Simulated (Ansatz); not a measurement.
## W: energy along a strain

W, Im-3m, a = 3.195 Å (as given, not relaxed at this level: -3.1 GPa). Ansatz: PBE, PAW, 420 eV, Γ-centred 20×20×20 mesh on 1 atom, Gaussian smearing 0.15 eV; no spin polarisation. Cell vectors (Å): -1.597 1.597 1.597; 1.597 -1.597 1.597; 1.597 1.597 -1.597. The cell is strained by x per cent times the pattern (0 0 0 1 0 0) in the order xx yy zz yz xz xy (engineering shears), with fractional coordinates held. y is the free energy over the start, V0 = 16.301 Å³/atom. Symmetry makes y even in x. Points with a strain past 8.5 % were computed too (4) and aren't used here.

| x (%) | y (meV/atom) |
| --- | --- |
| -7.50 | 40.40 |
| 0.00 | 0.00 |
| 1.87 | ? |
| 3.75 | 10.14 |
| 5.62 | 22.68 |

Fit y = c2 x² + c4 x⁴ to the other rows, get the stiffness along the pattern, and predict the missing energy.

Least squares on the rows shown. y = 0.71948 x² − 2.3926×10⁻⁵ x⁴. The clamped-ion stiffness p·C·p = 2 × 7.195 eV × 160.2 / 16.301 Å³ = 141 GPa, which is C44 in these axes (second derivative at the start, which stands under stress). At x = 1.87 the fit asked for gives 2.52 meV/atom. The run gave 2.54 meV/atom, so the fit is 0.02 meV/atom too low, within twice the rms miss on the fitted rows (0.02 meV/atom).

Spin–orbit coupling is left out, which can shift energies with elements as heavy as these.

The energy rises almost purely quadratically with shear, so tungsten responds harmonically over the fitted range. The quartic term is so small that its contribution is comparable to the scatter of the fit at all but the largest strain, and its negative sign is therefore weak evidence of softening. The stiffness itself reflects the roughly half-filled 5d band: bonding states are largely occupied and antibonding ones largely empty, with the Fermi level in a pseudogap, so a shear that distorts the directional d bonds costs considerable energy. With one atom per primitive cell there are no internal displacements to relax, and the clamped-ion value is also the full static response to this strain.

At 141 GPa, C44 lies somewhat below the established value for tungsten, probably because the lattice is stretched and PBE tends to underestimate the stiffness of this metal. The positive curvature shows resistance to this one homogeneous shear, but says nothing about the tetragonal shear or the elastic near-isotropy for which tungsten is known.
